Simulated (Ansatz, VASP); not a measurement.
## C: VASP beside Ansatz

Contents of INCAR:

```
  ALGO = Normal
  EDIFF = 1E-6
  ENCUT = 520
  ISIF = 2
  ISMEAR = -1
  LASPH = T
  LCHARG = T
  LELF = T
  LREAL = F
  LVHAR = T
  LWAVE = F
  NBANDS = 8
  NELM = 60
  PREC = Accurate
  SIGMA = 0.1
```

Contents of KPOINTS:

```
k-points
0
Gamma
  21 21 21
```

The input POSCAR:

```
C
1.0
   -1.1326854187      1.1326854187      1.1326854187
    1.1326854187     -1.1326854187      1.1326854187
    1.1326854187      1.1326854187     -1.1326854187
C
1
Direct
    0.0000000000      0.0000000000      0.0000000000
```

Input for Ansatz:

```yaml
crystal:
  lattice:
    - [-1.1326854187, 1.1326854187, 1.1326854187]
    - [1.1326854187, -1.1326854187, 1.1326854187]
    - [1.1326854187, 1.1326854187, -1.1326854187]
  atoms:
    - { symbol: C, position: [0.0, 0.0, 0.0] }
hamiltonian:
  xc: lda
  pseudopotentials:
    kind: paw
    azcp:
      C: "pseudopotentials/C.paw.azcp"
basis:
  ecutwfc: 420
  fft_grid_basis: typed
kpoints:
  mp_grid: { grid: [21, 21, 21], shift: [0, 0, 0] }
magnetization:
  spin_polarized: false
scf:
  occupations: { method: fermi_dirac, width: 0.1 }
  lower_state_search: "off"
output:
  stress: true
  write_density: true
  write_potential: true
  elf: true
  volumetric_format: npy
```

Alike in both runs: task single point; functional LDA; k mesh 21 × 21 × 21; occupations fermi-dirac, width 0.1 eV; no spin polarisation.

```csv
,VASP,Ansatz
version,VASP 6.6.1,Ansatz 0.2.0
potentials or method,"VASP PAW LDA potentials, release 64 (C)","plane waves (420 eV) with PAW, scalar-relativistic"
plane-wave cutoff (eV),520,420
valence electrons in the cell,4,4
```

|  | VASP | Ansatz | Ansatz less VASP |
| --- | --- | --- | --- |
| pressure (GPa) | 22.2 | 21.3 | -0.84 |

Ansatz warned: «pseudo_functional_mismatch».

Caveats: so large a pressure means that the cell lies far from this level's equilibrium, or that cutoff or potentials fall short (VASP).
